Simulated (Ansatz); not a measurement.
Compressing AlNi: a fit and a missing row

AlNi, Pm-3m, a = 2.893 Å. The structure is a COD entry; whether it is the stable form wasn't checked. Ansatz: PBE, PAW, 420 eV, Γ-centred 14×14×14 mesh on 2 atoms, Gaussian smearing 0.10 eV; no spin polarisation. Symmetry fixes shape and atoms, so the cell is only scaled; pressure is positive in compression.

```tsv
V (Å³/atom)	P (GPa)
10.655	?
11.018	18.46
11.381	11.30
11.744	5.21
12.107	0.02
12.471	-4.40
12.834	-8.16
13.318	-12.31
```

**Question.** Take V0 = 12.107 Å³/atom, count pressures from its P0 = 0.02 GPa, fit the third-order Birch–Murnaghan form to the other rows, and predict the missing pressure.

**Answer.** With the Eulerian strain f = ½[(V0/V)^(2/3) − 1] and y = (P − P0)/[3f(1 + 2f)^(5/2)], the form is the line y = B0 + 1.5 B0 (B0′ − 4) f. Rows (f, y): 0.03243, 162.0; 0.02104, 161.2; 0.01025, 160.4; -0.00978, 158.3; -0.01907, 157.6; -0.03079, 156.5. Means f = 0.0006800, y = 159.33; Σ(Δf)² = 0.003004, ΣΔfΔy = 0.2671; the slope is their ratio. y = 159.3 + 88.91 f GPa, so B0 = 159.3 GPa and B0′ = 4 + 2 × (88.91)/(3 × 159.3) = 4.37. At V = 10.655, f = 0.04445, y = 163.25 and P = 26.96 GPa. The run gave 26.90 GPa, so the fit is 0.06 GPa too high, a small miss on the scale of the series.